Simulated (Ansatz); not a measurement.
Crystal: KF (Carobbiite).

```xyz
2
Lattice="0.0000 2.6719 2.6719 2.6719 0.0000 2.6719 2.6719 2.6719 0.0000" Properties=species:S:1:pos:R:3 pbc="T T T"
K     0.0000    0.0000    0.0000
F     2.6719    2.6719    2.6719
```

Base run:

| Property | Result |
| --- | --- |
| Program | Ansatz 0.2.0 |
| Functional | PBEsol |
| Potentials or basis | all-electron LAPW, non-relativistic |
| Cutoff | 203 eV (chosen from the basis error) |
| Basis error allowed | 0.001 eV/atom |
| k mesh | 9 × 9 × 9 |
| Occupations | fermi-dirac, width 0.05 eV |
| Spin | no spin polarisation |

Its results: band gap on the k mesh 6.11 eV, direct; pressure -0.6 GPa.

Q: The run is repeated on the same cell with these changes: potentials or basis from all-electron LAPW, non-relativistic to all-electron PAW datasets made for the crystal. What comes out?

A: Band gap on the k mesh 6.04 eV, direct; pressure -0.7 GPa.

The runs don't all hold the same shells in valence.
